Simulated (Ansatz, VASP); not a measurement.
# One calculation of Al, two programs

```
Al
1.0
     2.81478    0.00000    0.00000
    -1.40739    2.43767    0.00000
     0.00000    0.00000    9.24180
Al
4
Direct
  0.00000 0.00000 0.00000
  0.33333 0.66667 0.25000
  0.00000 0.00000 0.50000
  0.66667 0.33333 0.75000
```

This isn't the form of Al at room conditions, which is fcc.

Alike in both runs: functional PBE; dispersion D3(BJ); k mesh 18 × 18 × 6; occupations gaussian, width 0.1 eV; no spin polarisation.

Ansatz relaxed the structure, and its values are those at the end. VASP's run is a single point on that final structure, the one shown.

|  | VASP | Ansatz |
| --- | --- | --- |
| version | VASP 6.6.1 | Ansatz 0.2.0 |
| potentials or method | VASP PAW PBE potentials, release 64 (Al) | scalar-relativistic, plane waves, PAW |
| plane-wave cutoff (eV) | 520 | 420 |
| valence electrons in the cell | 12 | 12 |

|  | VASP | Ansatz | Ansatz less VASP |
| --- | --- | --- | --- |
| gap on the k mesh at the Fermi level (eV) | none | none | - |
| pressure (GPa) | 0.0 | 0.0 | +0.03 |

A gap of «none» marks a metal or a gap that the smearing closes.

Caveats: pairwise dispersion overbinds metals, which lowers pressure and volume.
